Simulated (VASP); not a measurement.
Input of a VASP 6.6.1 run:

POSCAR

```
Si2Mo
1.0
   -1.6000000000      1.6000000000      3.9305000000
    1.6000000000     -1.6000000000      3.9305000000
    1.6000000000      1.6000000000     -3.9305000000
Si Mo
2 1
Direct
    0.3330000000      0.3330000000      0.0000000000
    0.6670000000      0.6670000000      0.0000000000
    0.0000000000      0.0000000000      0.0000000000
```

The input INCAR.step1:

```
SYSTEM = Si2Mo
ALGO     = Normal         ! electronic algorithm
EDIFF    = 1E-4           ! SCF threshold, eV
ENCUT    = 520            ! plane-wave cutoff, eV
GGA      = PE             ! functional
ISMEAR   = 0              ! smearing method
LASPH    = .TRUE.         ! aspherical terms in the spheres
LCHARG   = .FALSE.        ! write CHGCAR
LREAL    = .FALSE.        ! projectors in reciprocal space
LWAVE    = .TRUE.         ! write WAVECAR
NBANDS   = 18             ! bands
NELM     = 100            ! most SCF steps
PREC     = Accurate       ! precision mode
SIGMA    = 0.1            ! smearing width, eV
```

INCAR.step2

```
SYSTEM = Si2Mo
ALGO     = Normal         ! electronic algorithm
EDIFF    = 1E-6           ! SCF threshold, eV
ENCUT    = 520            ! plane-wave cutoff, eV
ISIF     = 2              ! what is computed and relaxed
ISMEAR   = 0              ! smearing method
ISTART   = 1            
LASPH    = .TRUE.         ! aspherical terms in the spheres
LCHARG   = .TRUE.         ! write CHGCAR
LELF     = .TRUE.         ! ELF
LMIXTAU  = .TRUE.       
LREAL    = .FALSE.        ! projectors in reciprocal space
LVHAR    = .TRUE.       
LWAVE    = .FALSE.        ! write WAVECAR
METAGGA  = R2SCAN         ! meta-GGA
NBANDS   = 18             ! bands
NELM     = 100            ! most SCF steps
PREC     = Accurate       ! precision mode
SIGMA    = 0.1            ! smearing width, eV
```

The input KPOINTS:

```
k-points
0
G
  8 8 8
  0 0 0
```

Potentials or basis: VASP PAW PBE potentials, release 64 (Si, Mo_sv).

Command:

```console
$ cat potpaw_PBE.64/Si/POTCAR potpaw_PBE.64/Mo_sv/POTCAR > POTCAR
$ cp INCAR.step1 INCAR
$ mpirun -np 1 vasp_std > vasp.out
$ cp INCAR.step2 INCAR
$ mpirun -np 1 vasp_std > vasp.out
```

(1) Estimate the largest force.

(2) Estimate the band gap on the k mesh.

(3) Predict the pressure.

Results:

(1) 0.380 eV/Å.

(2) none (metal or under the smearing width).

(3) -1.0 GPa.

Caveat: the PAW data sets were made with another functional, which shifts forces and pressure a little.
